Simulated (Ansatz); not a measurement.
Density of states of MnO (P6_3mc, a = 3.426 Å, b = 3.426 Å, c = 5.323 Å, α = 90.00°, β = 90.00°, γ = 120.00°), in states per eV and primitive cell, averaged over bins of 0.4 eV. Level of theory: DFT r2SCAN, scalar-relativistic, plane waves, PAW (Ansatz).

Cutoff 500 eV; k points 15×15×8 on the computed 4-atom cell (Γ-centred); Gaussian smearing, width 0.10 eV; collinear spin from starting moments 4.46 4.46 0.23 0.23 μB.

The cell is relaxed at this level. The states (both spins) are summed by tetrahedra on a 23×23×12 mesh at the self-consistent density. Energies are bin centres; the table starts no lower than −8 eV and ends at 6 eV, or lower where the solved bands end.

It is a metal at this level.

| E − E_F (eV) | total | Mn 3d up | Mn 3d down | O 2p up | O 2p down | Mn 4s up | Mn 4s down |
| --- | --- | --- | --- | --- | --- | --- | --- |
| -7.05 | 2.65 | 0.61 | 0.00 | 1.68 | 0.00 | 0.33 | 0.00 |
| -6.65 | 2.26 | 0.54 | 0.00 | 1.49 | 0.00 | 0.19 | 0.00 |
| -6.25 | 4.04 | 1.22 | 0.04 | 2.13 | 0.48 | 0.04 | 0.08 |
| -5.85 | 7.98 | 1.56 | 0.27 | 2.93 | 2.69 | 0.04 | 0.37 |
| -5.45 | 3.06 | 0.55 | 0.10 | 1.46 | 0.78 | 0.05 | 0.06 |
| -5.05 | 2.76 | 0.00 | 0.27 | 0.00 | 2.37 | 0.00 | 0.06 |
| -4.65 | 5.53 | 0.00 | 0.71 | 0.00 | 4.72 | 0.00 | 0.02 |
| -4.25 | 1.72 | 0.00 | 0.20 | 0.00 | 1.49 | 0.00 | 0.01 |
| -3.85 | 0.00 | 0.00 | 0.00 | 0.00 | 0.00 | 0.00 | 0.00 |
| -3.45 | 1.89 | 1.84 | 0.00 | 0.03 | 0.00 | 0.01 | 0.00 |
| -3.05 | 5.37 | 5.17 | 0.00 | 0.14 | 0.00 | 0.03 | 0.00 |
| -2.65 | 4.76 | 4.40 | 0.00 | 0.24 | 0.00 | 0.03 | 0.00 |
| -2.25 | 2.36 | 1.94 | 0.00 | 0.29 | 0.00 | 0.01 | 0.00 |
| -1.85 | 2.62 | 1.93 | 0.00 | 0.57 | 0.00 | 0.01 | 0.00 |
| -1.45 | 2.62 | 1.72 | 0.00 | 0.77 | 0.00 | 0.03 | 0.00 |
| -1.05 | 3.30 | 1.96 | 0.00 | 1.17 | 0.00 | 0.07 | 0.00 |
| -0.65 | 1.62 | 0.90 | 0.00 | 0.66 | 0.00 | 0.02 | 0.00 |
| -0.25 | 0.44 | 0.23 | 0.00 | 0.19 | 0.00 | 0.00 | 0.00 |
| 0.15 | 0.09 | 0.03 | 0.00 | 0.04 | 0.00 | 0.02 | 0.00 |
| 0.55 | 0.10 | 0.01 | 0.00 | 0.03 | 0.00 | 0.05 | 0.01 |
| 0.95 | 0.16 | 0.01 | 0.00 | 0.03 | 0.00 | 0.07 | 0.03 |
| 1.35 | 0.97 | 0.00 | 0.66 | 0.03 | 0.01 | 0.09 | 0.05 |
| 1.75 | 2.15 | 0.00 | 1.58 | 0.04 | 0.07 | 0.11 | 0.09 |
| 2.15 | 2.73 | 0.00 | 2.06 | 0.04 | 0.10 | 0.13 | 0.13 |
| 2.55 | 4.25 | 0.00 | 3.40 | 0.04 | 0.19 | 0.15 | 0.19 |
| 2.95 | 3.69 | 0.00 | 2.99 | 0.04 | 0.17 | 0.18 | 0.10 |
| 3.35 | 2.60 | 0.01 | 2.11 | 0.05 | 0.07 | 0.20 | 0.05 |
| 3.75 | 5.66 | 0.01 | 4.75 | 0.05 | 0.30 | 0.22 | 0.04 |
| 4.15 | 4.67 | 0.01 | 3.45 | 0.05 | 0.51 | 0.25 | 0.10 |
| 4.55 | 1.91 | 0.01 | 1.00 | 0.04 | 0.22 | 0.23 | 0.10 |
| 4.95 | 0.94 | 0.01 | 0.17 | 0.04 | 0.05 | 0.19 | 0.14 |
| 5.35 | 0.86 | 0.01 | 0.09 | 0.03 | 0.03 | 0.15 | 0.17 |
| 5.75 | 0.82 | 0.01 | 0.08 | 0.03 | 0.03 | 0.10 | 0.19 |

The columns after the total are the main Löwdin projections on the occupied valence shells of the potentials; 3 others are left out. The rest of the total lies in those, in shells that are empty in the free atom, which aren't projected, and between the atoms.

The state reached may not be the lowest one. The run saw a state lower than the one given here. Moments started parallel, and an antiferromagnetic order may lie lower.

Only this magnetic start was tried.

This wurtzite form isn't the usual stable structure of the compound.

Cost: 1 run of about 5.1 core-minutes, on Arm Neoverse V1 (shared hosts).